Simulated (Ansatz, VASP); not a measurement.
**One calculation of W, two programs**

The input INCAR:

```
SYSTEM = W
ALGO = Normal
EDIFF = 1E-7
ENCUT = 520
GGA = PE
ISIF = 2
ISMEAR = 0
LASPH = .TRUE.
LCHARG = .TRUE.
LELF = .TRUE.
LREAL = .FALSE.
LVHAR = .TRUE.
LWAVE = .FALSE.
NBANDS = 13
NELM = 100
PREC = Accurate
SIGMA = 0.013000000000000001
```

Contents of KPOINTS:

```
k-points
0
G
  12 12 12
  0 0 0
```

File POSCAR:

```
W
1.0
   -1.5823450000      1.5823450000      1.5823450000
    1.5823450000     -1.5823450000      1.5823450000
    1.5823450000      1.5823450000     -1.5823450000
W
1
Direct
    0.0000000000      0.0000000000      0.0000000000
```

input.yaml

```yaml
crystal:
  lattice:
    - [-1.582345, 1.582345, 1.582345]
    - [1.582345, -1.582345, 1.582345]
    - [1.582345, 1.582345, -1.582345]
  atoms:
    - { symbol: W, position: [0.0, 0.0, 0.0] }
kpoints:
  mp_grid: { grid: [12, 12, 12] }
scf:
  occupations: { method: gaussian, width: 0.013 }
hamiltonian:
  xc: pbe
  pseudopotentials: { kind: all_electron, lapw: { basis_error: 0.001 } }
output:
  forces: true
  stress: true
  eigenvalues: true
```

Alike in both runs: task single point; functional PBE; k mesh 12 × 12 × 12; occupations gaussian, width 0.013 eV; no spin polarisation.

|  | VASP | Ansatz |
| --- | --- | --- |
| version | VASP 6.6.1 | Ansatz 0.2.0 |
| potentials or method | VASP PAW PBE potentials, release 64 (W_sv) | all-electron LAPW, scalar-relativistic |
| plane-wave cutoff (eV) | 520 | see its input |

```csv
,VASP,Ansatz,Ansatz less VASP
gap on the k mesh at the Fermi level (eV),none,none,-
pressure (GPa),6.7,6.1,-0.58
```

A gap of «none» marks a metal or a gap that the smearing closes. Ansatz ran all-electron here, so the differences hold the error of VASP's frozen core and of both bases.

The runs have no spin-orbit coupling, so splittings on W are missing.
